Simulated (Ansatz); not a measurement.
Runs of Ansatz 0.2.0 on HfO2. Symmetry: P4_2/nmc, No. 137, tetragonal system. The conventional cell has a = 3.558 Å, b = 3.558 Å, c = 5.172 Å, α = 90.00°, β = 90.00°, γ = 90.00°. Around Hf (site symmetry -4m2) lie 4 O at 2.05 Å. O (site symmetry 2mm) has 2 Hf at 2.05 Å as nearest neighbours. Measurements of this composition are mostly on another form, of space group No. 14.

```tsv
task	level	cell	smearing	gap on the mesh (eV)	pressure (GPa)	relaxed volume (Å³/atom)
relaxation of cell and atoms	revPBE+D3(BJ)	relaxed	fermi-dirac 0.05 eV	(a)	0.0	(b)
single point	RPBE	as given	gaussian 0.05 eV	4.86	15.2	-
relaxation of cell and atoms	BLYP+D4	relaxed	fermi-dirac 0.05 eV	4.72	0.0	11.44
relaxation of cell and atoms	BLYP+D3(BJ)	relaxed	fermi-dirac 0.05 eV	4.70	0.0	11.28
Born charges and dielectric tensor	RPBE	as given	fixed	4.86	-	-
```

Alike in all rows: potentials or basis Ansatz PAW; no spin polarisation; k mesh 8 × 8 × 5; cutoff (eV) 420.

Fill in the values left out.

(a) 4.75; (b) 11.20.

Caveats: odd divisions of the mesh miss points on the zone boundary, where band edges often lie, so the gap on the mesh can be too wide; spin-orbit coupling is left out, which moves the levels of the heavy elements; the PAW data sets come from PBE, with cores solved anew for the run's functional, which leaves a small shift of forces and pressure; the plane-wave basis is chosen anew once the cell has moved, so the energies of steps on either side of that aren't comparable (some runs); so large a pressure means that the cell lies far from this level's equilibrium, or that cutoff or potentials fall short (some runs).

A k mesh can miss the band edges, and the runs leave out spin-orbit coupling on Hf.

Runs at the PBE level aren't shown here.
